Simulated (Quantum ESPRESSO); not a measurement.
## P: phonons with WC

P:

```xyz
4
Lattice="1.6477 -5.4650 0.0000 1.6477 5.4650 0.0000 0.0000 0.0000 4.5436" Properties=species:S:1:pos:R:3 pbc="T T T"
P     1.6477   -4.4173    2.6754
P     1.6477    4.4173    1.8683
P     1.6477   -1.0477    0.4035
P     1.6477    1.0477    4.1401
```

```yaml
Program: Quantum ESPRESSO 7.5
Task: phonons
Functional: WC
Potentials_or_basis: PseudoDojo 0.4.1 SR PBE standard
Cutoff: 599 eV
Density_cutoff: 2395 eV
k_mesh: 7 × 7 × 5
Occupations: cold, width 0.2 eV
Spin: no spin polarisation
Mixing_beta: 0.5
Most_SCF_iterations: 120
SCF_threshold: 8e-10 Ry
```

| Quantity | Value |
| --- | --- |
| Relaxed volume | 18.14 Å³/atom |
| Relaxed cell | a = 5.420 Å, b = 5.420 Å, c = 4.215 Å, α = 90.00°, β = 90.00°, γ = 144.13° |
| Space group after relaxing (to 0.05 Å) | Cmce (No. 64) |
| Pressure after relaxing | 0.0 GPa |
| Band gap on the k mesh | none (metal or under the smearing width) |
| Highest phonon frequency at Γ | 451 cm⁻¹ |

The path:
```tsv
step	energy change (eV)	largest force (eV/Å)	pressure (GPa)	volume (Å³)
1	0.0000	0.4068	0.19	81.83
2	-0.0109	0.2519	-0.41	81.91
3	-0.0189	0.1385	-0.81	81.70
4	-0.0280	0.0834	-1.13	81.02
5	-0.0376	0.1447	-1.23	79.87
6	-0.0492	0.1993	-1.10	78.22
7	-0.0636	0.2194	-0.67	75.86
8	-0.0773	0.1451	0.31	72.64
9	-0.0839	0.0664	0.58	71.92
10	-0.0901	0.0316	0.41	72.05
11	-0.0908	0.0292	0.17	72.32
12	-0.0910	0.0153	0.01	72.44
13	-0.0911	0.0119	-0.07	72.45
14	-0.0912	0.0207	-0.11	72.44
15	-0.0913	0.0247	-0.11	72.44
16	-0.0914	0.0252	-0.10	72.46
17	-0.0915	0.0205	-0.08	72.50
18	-0.0916	0.0070	-0.02	72.55
19	-0.0916	0.0030	0.00	72.54
20	-0.0916	0.0001	0.00	72.55
```

Final structure:
```cif
data_structure
_symmetry_space_group_name_H-M 'P 1'
_symmetry_Int_Tables_number 1
_cell_length_a 5.4201
_cell_length_b 5.4201
_cell_length_c 4.2147
_cell_angle_alpha 90.000
_cell_angle_beta 90.000
_cell_angle_gamma 144.130
_cell_volume 72.55
loop_
_atom_site_label
_atom_site_type_symbol
_atom_site_fract_x
_atom_site_fract_y
_atom_site_fract_z
_atom_site_occupancy
P1 P 0.89472 0.10528 0.57315 1
P2 P 0.10528 0.89472 0.42685 1
P3 P 0.60528 0.39472 0.07315 1
P4 P 0.39472 0.60528 0.92685 1
```

Levels at points of the mesh, in eV from the Fermi level:
```csv
k point,band 7,band 8,band 9,band 10,band 11,band 12,band 13,band 14
"(0.00, 0.00, 0.00)",-3.99,-2.80,-2.56,-1.29,1.02,1.19,1.89,3.37
```

Phonon frequencies in cm⁻¹ (negative: imaginary):
| q point | frequencies |
| --- | --- |
| (0.000, 0.000, 0.000) | -3 -1 2 72 179 213 347 400 410 410 441 451 |

Optical modes at Γ, degenerate ones joined:
```
cm⁻¹  components  symmetry  active in
  72           1       B1u         IR
 179           1       B1g      Raman
 213           1       B2g      Raman
 347           1        Ag      Raman
 400           1       B2g      Raman
 410           1        Au     silent
 410           1       B3g      Raman
 441           1        Ag      Raman
 451           1       B3u         IR
```

It took 23 min on 1 thread of Arm Neoverse V2 (shared host), peak memory 0.08 GiB.

Caveat: the mesh is thin for the phonons of a metal; the potentials were made for another functional, which shifts forces and pressure; the layers were relaxed without a dispersion term, so their spacing and the soft interlayer modes are unreliable.
